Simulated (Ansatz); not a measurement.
# MgO(001): from terraces to steps

Method: Ansatz 0.2.0, DFT PBE, scalar-relativistic, plane waves, PAW.

Cutoff 420 eV, Γ-centred meshes of like density (2×6×1 for the 36-atom cell), Gaussian smearing of 0.05 eV, energies at zero smearing and 0 K, each start's symmetry kept, no spin polarisation.

A (001) slab of relaxed bulk MgO (Fm-3m, 9.62 Å³/atom, gap on the mesh 4.46 eV), 3 planes in a 3×1 cell with the lowest 1 held; added atoms sit on lattice sites of the next plane. A dipole correction is on. The surface energy is the mean of the held and the free face; step energies are per length and the mean of the stripe's two steps, which run along the cube edge; step and island energies count from the flat slab and bulk atoms.

The flat slab gives a surface energy of 0.89 J/m² (55.8 meV/Å²); planes follow at h = 2.13 Å, and an atom takes 4.52 Å² of its plane.

Estimate the step energy β from the surface energy and compare with the stripes.

A step opens a strip of height h, so a first guess is γh = 55.8 × 2.13 = 119 meV/Å. Computed: 213 meV/Å for the stripe 1 surface cells wide, 215 meV/Å for the stripe 1.5 surface cells wide, 1.79 and 1.81 of the guess. The step costs more than a strip of this face: its edge exposes atoms with fewer neighbours than the terrace, or a less stable or polar facet. The two widths differ by 2 meV/Å (before rounding), from step–step interaction and confinement in so narrow a cell. A vicinal face tilted by θ holds tan θ/h steps per length, so its energy per terrace area is γ + (β/h) tan θ for far-apart steps, with β/h = 1.62 J/m².

Slabs of three or four planes are thin, so both faces still feel each other.